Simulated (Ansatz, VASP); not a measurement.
Two plane-wave programs on Si

```
Si
1.0
    -1.52235    1.52235    1.52235
     1.52235   -1.52235    1.52235
     1.52235    1.52235   -1.52235
Si
1
Direct
  0.00000 0.00000 0.00000
```

Alike in both runs: functional r2SCAN; k mesh 20 × 20 × 20; occupations gaussian, width 0.1 eV; no spin polarisation.

Ansatz relaxed the structure, and its values are those at the end. VASP's run is a single point on that final structure, the one shown.

|  | VASP | Ansatz |
| --- | --- | --- |
| version | VASP 6.6.1 | Ansatz 0.2.0 |
| potentials or method | VASP PAW PBE potentials, release 64 (Si) | scalar-relativistic, plane waves, PAW |
| plane-wave cutoff (eV) | 520 | 500 |
| valence electrons in the cell | 4 | 4 |

|  | VASP | Ansatz | Ansatz less VASP |
| --- | --- | --- | --- |
| gap on the k mesh at the Fermi level (eV) | none | none | - |
| pressure (GPa) | 0.1 | 0.1 | -0.06 |

A gap of «none» marks a metal or a gap that the smearing closes.

Caveats: the PAW data sets were made with another functional, which shifts forces and pressure a little (VASP).
